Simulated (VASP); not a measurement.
# PtS2 (P-3m1) in VASP: notebook, part 2 of 2

VASP 6.6.1.

## 3. Dielectric tensor, LDA

Contents of INCAR:

```
  PREC = Accurate
  ENCUT = 600
  EDIFF = 1E-8
  ISMEAR = 0
  SIGMA = 0.03
  LREAL = False
  LASPH = True
  NELM = 80
  ALGO = Normal
  ISIF = 2
  LWAVE = False
  LCHARG = False
  GGA = CA
  LEPSILON = True
  KPAR = 2
```

Contents of KPOINTS:

```
Automatic mesh
0
Gamma
  15 15 9
```

Contents of POSCAR:

```
PtS2                                    
1.0
    3.5615389717      0.0000000000     -0.0000000000
   -1.7807694858      3.0843832261      0.0000000000
   -0.0000000000      0.0000000000      4.5417034920
  Pt              S             
     1     2
Direct
     0.0000000000000000    0.0000000000000000    0.0000000000000000
     0.3333333332999970    0.6666666667000030    0.2615505309302856
     0.6666666667000030    0.3333333332999970    0.7384494690697144
```

Potentials or basis: VASP PAW LDA potentials, release 64 (Pt, S).

Launch:

```
$ cat potpaw_LDA.64/Pt/POTCAR potpaw_LDA.64/S/POTCAR > POTCAR
$ mpirun -np 2 vasp_std > vasp.out
```

OUTCAR:

```text
PREC = Accurate
   ENCUT = 600
   EDIFF = 1E-8
   ISMEAR = 0
   LREAL = False
   LASPH = True
   NELM = 80
   ISIF = 2
   GGA = CA
   LEPSILON = True

 ion  position               nearest neighbor table
   1  0.000  0.000  0.000-   2 2.37   3 2.37   3 2.37   2 2.37   3 2.37   2 2.37
   2  0.333  0.667  0.262-   1 2.37   1 2.37   1 2.37
   3  0.667  0.333  0.738-   1 2.37   1 2.37   1 2.37

  LATTYP: Found a hexagonal cell.
 ALAT       =     3.5615389717
 C/A-ratio  =     1.2752081412

  Lattice vectors:

 A1 = (   3.5615389717,   0.0000000000,   0.0000000000)
 A2 = (  -1.7807694858,   3.0843832261,   0.0000000000)
 A3 = (   0.0000000000,   0.0000000000,   4.5417034920)

Analysis of symmetry for initial positions (statically):
=====================================================================
 Subroutine PRICEL returns:
 Original cell was already a primitive cell.

 Routine SETGRP: Setting up the symmetry group for a
 hexagonal supercell.

 Subroutine GETGRP returns: Found 12 space group operations
 (whereof 12 operations were pure point group operations)
 out of a pool of 24 trial point group operations.

The static configuration has the point symmetry D_3d.

Analysis of symmetry for dynamics (positions and initial velocities):
=====================================================================
 Subroutine PRICEL returns:
 Original cell was already a primitive cell.

 Routine SETGRP: Setting up the symmetry group for a
 hexagonal supercell.

 Subroutine GETGRP returns: Found 12 space group operations
 (whereof 12 operations were pure point group operations)
 out of a pool of 24 trial point group operations.

The dynamic configuration has the point symmetry D_3d.

 Subroutine INISYM returns: Found 12 space group operations
 (whereof 12 operations are pure point group operations),
 and found     1 'primitive' translations

----------------------------------------------------------------------------------------

                                     Primitive cell

  volume of cell :      49.8913

  direct lattice vectors                    reciprocal lattice vectors
     3.561538972  0.000000000  0.000000000     0.280777498  0.162106964  0.000000000
    -1.780769486  3.084383226  0.000000000     0.000000000  0.324213928  0.000000000
     0.000000000  0.000000000  4.541703492     0.000000000  0.000000000  0.220181701

  length of vectors
     3.561538972  3.561538972  4.541703492     0.324213928  0.324213928  0.220181701

  position of ions in fractional coordinates (direct lattice)
     0.000000000  0.000000000  0.000000000
     0.333333333  0.666666667  0.261550531
     0.666666667  0.333333333  0.738449469

  ion indices of the primitive-cell ions
   primitive index   ion index
                 1           1
                 2           2
                 3           3

[... 554 lines left out ...]
  FORCE on cell =-STRESS in cart. coord.  units (eV):
  Direction    XX          YY          ZZ          XY          YZ          ZX
  --------------------------------------------------------------------------------------
  -------------------------------------------------------------------------------------
  Total       -0.0075596     -0.0075596     -0.0053503     -0.0000000     -0.0000000     -0.0000000
  in kB       -0.2427641     -0.2427641     -0.1718172     -0.0000000     -0.0000000     -0.0000000
  external PRESSURE =      -0.2191151 kB  Pullay stress =       0.0000000 kB

 VOLUME and BASIS-vectors are now :
 -----------------------------------------------------------------------------
  energy-cutoff  :      600.00
  volume of cell :       49.89
      direct lattice vectors                 reciprocal lattice vectors
     3.561538972  0.000000000  0.000000000     0.280777498  0.162106964  0.000000000
    -1.780769486  3.084383226  0.000000000     0.000000000  0.324213928  0.000000000
     0.000000000  0.000000000  4.541703492     0.000000000  0.000000000  0.220181701

 POSITION                                       TOTAL-FORCE (eV/Angst)
 -----------------------------------------------------------------------------------
      0.00000      0.00000      0.00000         0.000000      0.000000      0.000000
     -0.00000      2.05626      1.18788         0.000000      0.000000     -0.003095
      1.78077      1.02813      3.35382        -0.000000     -0.000000      0.003095
 -----------------------------------------------------------------------------------
    total drift:                                0.000000     -0.000000      0.000000

  FREE ENERGIE OF THE ION-ELECTRON SYSTEM (eV)
  ---------------------------------------------------
  free  energy   TOTEN  =       -18.2150952054 eV

  energy  without entropy=      -18.2150531914  energy(sigma->0) =      -18.21507420

 HEAD OF MICROSCOPIC STATIC DIELECTRIC TENSOR (INDEPENDENT PARTICLE, excluding Hartree and local field effects)
 ------------------------------------------------------
          39.241813     0.000000     0.000000
           0.000000    39.241813     0.000000
          -0.000000     0.000000    26.432271
 ------------------------------------------------------

 Free energy of the ion-electron system (eV)
  ---------------------------------------------------
  ---------------------------------------------------
  free energy    TOTEN  =        -5.22360797 eV

  energy without entropy =       -5.22360797

------------------------ aborting loop because EDIFF is reached ----------------------------------------

--------------------------------------- Ionic step        2  -------------------------------------------

------------------------ aborting loop because EDIFF is reached ----------------------------------------

--------------------------------------- Ionic step        3  -------------------------------------------

 Free energy of the ion-electron system (eV)
  ---------------------------------------------------
  ---------------------------------------------------
  free energy    TOTEN  =        -3.09331897 eV

  energy without entropy =       -3.09331897

------------------------ aborting loop because EDIFF is reached ----------------------------------------

 PIEZOELECTRIC TENSOR FIELD DIRECTION 3  (e Angst)
 -----------------------------------------------------------------------------
     0.00666  0.00000 -0.00000           (  0.00013  0.00000 -0.00000)
     0.00000  0.00666  0.00000           (  0.00000  0.00013  0.00000)
    -0.00000  0.00000 -0.02972           ( -0.00000  0.00000  0.00006)

 PIEZOELECTRIC TENSOR FIELD DIRECTION 3  (C/m^2)
 -----------------------------------------------------------------------------
     0.00214  0.00000 -0.00000
     0.00000  0.00214  0.00000
    -0.00000  0.00000 -0.00954

 MACROSCOPIC STATIC DIELECTRIC TENSOR (including local field effects in DFT)
 ------------------------------------------------------
          37.146890     0.000000    -0.000000
           0.000000    37.146890    -0.000000
           0.000000     0.000000    22.943091
 ------------------------------------------------------

 PIEZOELECTRIC TENSOR (including local field effects)  for field in x, y, z        (e  Angst)
          XX          YY          ZZ          XY          YZ          ZX
  --------------------------------------------------------------------------------
  x     0.00000     0.00000     0.00000     0.00000     0.00000     0.00000
  y     0.00000     0.00000     0.00000     0.00000     0.00000     0.00000
  z     0.00000     0.00000     0.00000     0.00000     0.00000     0.00000

 PIEZOELECTRIC TENSOR (including local field effects)  for field in x, y, z        (C/m^2)
          XX          YY          ZZ          XY          YZ          ZX
  --------------------------------------------------------------------------------
  x     0.00000     0.00000     0.00000     0.00000     0.00000     0.00000
  y     0.00000     0.00000     0.00000     0.00000     0.00000     0.00000
  z     0.00000     0.00000     0.00000     0.00000     0.00000     0.00000

 BORN EFFECTIVE CHARGES (including local field effects) (in |e|, cummulative output)
 ---------------------------------------------------------------------------------
 ion    1
    1     3.59495     0.00000     0.00000
    2     0.00000     3.59495    -0.00000
    3    -0.00000     0.00000    -0.93012
 ion    2
    1    -1.79748    -0.00000    -0.00000
    2    -0.00000    -1.79748     0.00000
    3     0.00000    -0.00000     0.46506
 ion    3
    1    -1.79748    -0.00000    -0.00000
    2    -0.00000    -1.79748     0.00000
    3     0.00000    -0.00000     0.46506
```

OSZICAR:

```text
N       E                     dE             d eps       ncg     rms          rms(c)
DAV:   1     0.124000673145E+03    0.12400E+03   -0.11669E+04  6410   0.149E+03
DAV:   2    -0.139576108636E+02   -0.13796E+03   -0.13492E+03  8004   0.266E+02
[... 13 lines left out ...]
RMM:   8    -0.309303632886E+01   -0.91997E-04   -0.51060E-06 10764   0.109E-02    0.621E-03
RMM:   9    -0.309326694672E+01   -0.23062E-03   -0.33807E-06 10864   0.429E-03    0.141E-03
RMM:  10    -0.309331918570E+01   -0.52239E-04   -0.53818E-06 10858   0.134E-03    0.608E-04
RMM:  11    -0.309331774338E+01    0.14423E-05   -0.23370E-06 11027   0.418E-04    0.111E-04
RMM:  12    -0.309331884468E+01   -0.11013E-05   -0.21447E-07  7544   0.107E-04    0.222E-05
RMM:  13    -0.309331896702E+01   -0.12234E-06   -0.13216E-07  4871   0.627E-05    0.701E-06
```

stdout:

```text
POSCAR found type information on POSCAR PtS
 POSCAR found :  2 types and       3 ions
 scaLAPACK will be used
 LDA part: xc-table for (Slater(with rela. corr.)+CA(PZ))
 , standard interpolation
 POSCAR, INCAR and KPOINTS ok, starting setup
 FFT: planning ... GRIDC
 FFT: planning ... GRID_SOFT
 FFT: planning ... GRID
 WAVECAR not read
 entering main loop
 Linear response reoptimize wavefunctions to high precision
 Linear response G [H, r] |phi>, progress :
  Direction:   1
 Linear response G [H, r] |phi>, progress :
  Direction:   2
 Linear response G [H, r] |phi>, progress :
  Direction:   3
 Linear response to external field (no local field effect), progress :
  Direction:   1
 dielectric tensor                  component  1 :    48.707     4.198    -4.570
 Linear response to external field (no local field effect), progress :
  Direction:   2
 dielectric tensor                  component  2 :     4.198    29.776    -2.112
 Linear response to external field (no local field effect), progress :
  Direction:   3
 dielectric tensor                  component  3 :    -4.570    -2.112    26.432
 Linear response to external field, progress :
  Direction:   1
 dielectric tensor                  component  1 :    37.147    -2.903     0.073
 Linear response to external field, progress :
  Direction:   2
 dielectric tensor                  component  2 :    -2.881    37.147     0.000
 Linear response to external field, progress :
  Direction:   3
 dielectric tensor                  component  3 :    -4.314    -2.027    22.943
 Born effective charges drift removed
```

It took 7.1 min on 2 MPI ranks of Intel Xeon 6975P-C (Granite Rapids), shared host; peak memory 1.1 GiB.

Results:

| Quantity | Value |
| --- | --- |
| Band gap on the k mesh | none (metal or under the smearing width) |
| Electronic dielectric tensor (diagonal) | 37.15, 37.15, 22.94 |
| Born charges (mean of the diagonal) | Pt +2.09; S -1.04 e |

Electronic dielectric tensor:
```
37.15  0.00  0.00
 0.00 37.15  0.00
 0.00  0.00 22.94
```

Born effective charge tensors (e):
atom 1, Pt
```
 3.59  0.00  0.00
 0.00  3.59  0.00
 0.00  0.00 -0.93
```
atom 2, S
```
-1.80  0.00  0.00
 0.00 -1.80  0.00
 0.00  0.00  0.47
```
atom 3, S
```
-1.80  0.00  0.00
 0.00 -1.80  0.00
 0.00  0.00  0.47
```

## 4. Phonons, PBE+D3(BJ)

This run uses another cell than the first one, of 17.30 Å³/atom, 1.039 times its volume.

Contents of POSCAR:

```
PtS2
1.0
    3.5785957111      0.0000000000      0.0000000000
   -1.7892978556      3.0991547957      0.0000000000
    0.0000000000      0.0000000000      4.6806846612
  Pt              S
     1     2
Direct
     0.0000000000000000    0.0000000000000000    0.0000000000000000
     0.3333333332999970    0.6666666667000030    0.2575685174741480
     0.6666666667000030    0.3333333332999970    0.7424314825258520
```

Contents of INCAR.step1:

```
ALGO = Normal ; EDIFF = 1E-8
EDIFFG = -0.002 ; ENCUT = 600
GGA = PE ; IBRION = 2
ISIF = 3 ; ISMEAR = 0
IVDW = 12 ; KPAR = 2
LASPH = T ; LCHARG = F
LREAL = F ; LWAVE = F
NELM = 80 ; NSW = 40
PREC = Accurate ; SIGMA = 0.03
```

Contents of INCAR.step2:

```
ALGO = Normal ; EDIFF = 1E-8
ENCUT = 600 ; GGA = PE
IBRION = 6 ; ISIF = 2
ISMEAR = 0 ; IVDW = 12
KPAR = 2 ; LASPH = T
LCHARG = F ; LREAL = F
LWAVE = F ; NELM = 80
NFREE = 2 ; NSW = 1
POTIM = 0.015 ; PREC = Accurate
SIGMA = 0.03
```

Contents of KPOINTS:

```
k-points
0
Gamma
  9 9 5
```

Potentials or basis: VASP PAW PBE potentials, release 64 (Pt, S).

Launch:

```
$ cat potpaw_PBE.64/Pt/POTCAR potpaw_PBE.64/S/POTCAR > POTCAR
$ cp INCAR.step1 INCAR
$ mpirun -np 2 vasp_std > vasp.out
$ cp CONTCAR POSCAR
$ cp INCAR.step2 INCAR
$ mpirun -np 2 vasp_std > vasp.out
```

OUTCAR:

```text
EDIFF = 1E-8
   ENCUT = 600
   GGA = PE
   IBRION = 6
   ISIF = 2
   ISMEAR = 0
   IVDW = 12
   LASPH = T
   LREAL = F
   NELM = 80
   NFREE = 2
   NSW = 1
   POTIM = 0.015
   PREC = Accurate
 IVDW          = 12

 ion  position               nearest neighbor table
   1  0.000  0.000  0.000-   2 2.39   3 2.39   3 2.39   2 2.39   3 2.39   2 2.39
   2  0.333  0.667  0.258-   1 2.39   1 2.39   1 2.39
   3  0.667  0.333  0.742-   1 2.39   1 2.39   1 2.39

  LATTYP: Found a hexagonal cell.
 ALAT       =     3.5785490769
 C/A-ratio  =     1.3080318029

  Lattice vectors:

 A1 = (   3.5785490769,   0.0000000000,   0.0000000000)
 A2 = (  -1.7892745385,   3.0991144093,   0.0000000000)
 A3 = (   0.0000000000,   0.0000000000,   4.6808560009)

Analysis of symmetry for initial positions (statically):
[... 957 lines left out ...]

------------------------ aborting loop because EDIFF is reached ----------------------------------------

 Edisp (eV)   -1.35161

 E8    (eV) :    -0.5425
[... 26 lines left out ...]
  FREE ENERGIE OF THE ION-ELECTRON SYSTEM (eV)
  ---------------------------------------------------
  free  energy   TOTEN  =       -16.6697485844 eV

  energy  without entropy=      -16.6697485763  energy(sigma->0) =      -16.66974858

 INTERNAL STRAIN TENSORS FROM DISPLACED ATOMS
 ============================================

 INTERNAL STRAIN TENSOR FOR ION    1 for displacements in x,y,z  (eV/Angst):
          X           Y           Z          XY          YZ          ZX
  --------------------------------------------------------------------------------
  x     0.00000     0.00000     0.00000     0.00000     0.00000     0.00000
  y     0.00000     0.00000     0.00000     0.00000     0.00000     0.00000
  z     0.00000     0.00000     0.00000     0.00000     0.00000     0.00000

 INTERNAL STRAIN TENSOR FOR ION    3 for displacements in x,y,z  (eV/Angst):
          X           Y           Z          XY          YZ          ZX
  --------------------------------------------------------------------------------
  x     0.00000    -0.00000    -0.00000    -5.06968    -0.00000    10.10671
  y    -5.06968     5.06968     0.00000    -0.00000    10.10669    -0.00000
  z    10.88854    10.88854    13.32652    -0.00000    -0.00000    -0.00000

 Eigenvectors and eigenvalues of the dynamical matrix
 ----------------------------------------------------

   1 f  =    9.980449 THz    62.709014 2PiTHz  332.911960 cm-1    41.275804 meV
             X         Y         Z           dx          dy          dz
      0.000000  0.000000  0.000000     0.000000    0.000000   -0.000000
     -0.000000  2.066076  1.205805     0.000000    0.000000   -0.707107
      1.789275  1.033038  3.475051    -0.000000   -0.000000    0.707107
[... 43 lines left out ...]
   9 f/i=    0.000918 THz     0.005769 2PiTHz    0.030627 cm-1     0.003797 meV
             X         Y         Z           dx          dy          dz
      0.000000  0.000000  0.000000    -0.162415   -0.852129   -0.000000
     -0.000000  2.066076  1.205805    -0.065863   -0.345559   -0.000000
      1.789275  1.033038  3.475051    -0.065863   -0.345559   -0.000000

 ELASTIC MODULI CONTR FROM IONIC RELAXATION (kBar)
 Direction    XX          YY          ZZ          XY          YZ          ZX
 --------------------------------------------------------------------------------
 XX        -714.0043   -405.9408   -685.3522      0.0000    307.0709     -0.0000
 YY        -405.9408   -714.0043   -685.3522      0.0000   -307.0709      0.0000
 ZZ        -685.3522   -685.3522   -838.8047      0.0000      0.0000     -0.0000
 XY           0.0000      0.0000      0.0000   -154.0317      0.0000    307.0717
 YZ         307.0709   -307.0709      0.0000      0.0000   -612.1633      0.0000
 ZX          -0.0000      0.0000     -0.0000    307.0717      0.0000   -612.1664
 --------------------------------------------------------------------------------
```

OSZICAR.step1:

```text
N       E                     dE             d eps       ncg     rms          rms(c)
DAV:   1     0.126185623885E+03    0.12619E+03   -0.11559E+04  1508   0.148E+03
DAV:   2    -0.108253431439E+02   -0.13701E+03   -0.13425E+03  1885   0.264E+02
DAV:   3    -0.165571561972E+02   -0.57318E+01   -0.56828E+01  1857   0.574E+01
[... 17 lines left out ...]
DAV:   2    -0.153190344420E+02    0.14834E-06   -0.34378E-06  1983   0.149E-02    0.264E-03
DAV:   3    -0.153190343661E+02    0.75922E-07   -0.27354E-07  1738   0.535E-03    0.174E-03
DAV:   4    -0.153190343369E+02    0.29173E-07   -0.15363E-08  1170   0.112E-03    0.104E-03
DAV:   5    -0.153190342965E+02    0.40457E-07   -0.12150E-08   862   0.908E-04    0.139E-04
DAV:   6    -0.153190342927E+02    0.37439E-08   -0.15412E-09   834   0.393E-04
   2 F= -.16671010E+02 E0= -.16671010E+02  d E =-.578316E-06
```

Run time: 3.1 min. Hardware: 2 MPI ranks of Intel Xeon 6975P-C (Granite Rapids), shared host; peak memory 0.43 GiB.

What came out:

- Highest phonon frequency at Γ, LO-TO splitting left out: 333 cm⁻¹
- Dispersion energy per atom: -0.451 eV

Phonon frequencies in cm⁻¹ (negative: imaginary):
```
              q point                    frequencies
(0.000, 0.000, 0.000)  0 0 0 296 296 304 304 322 333
```
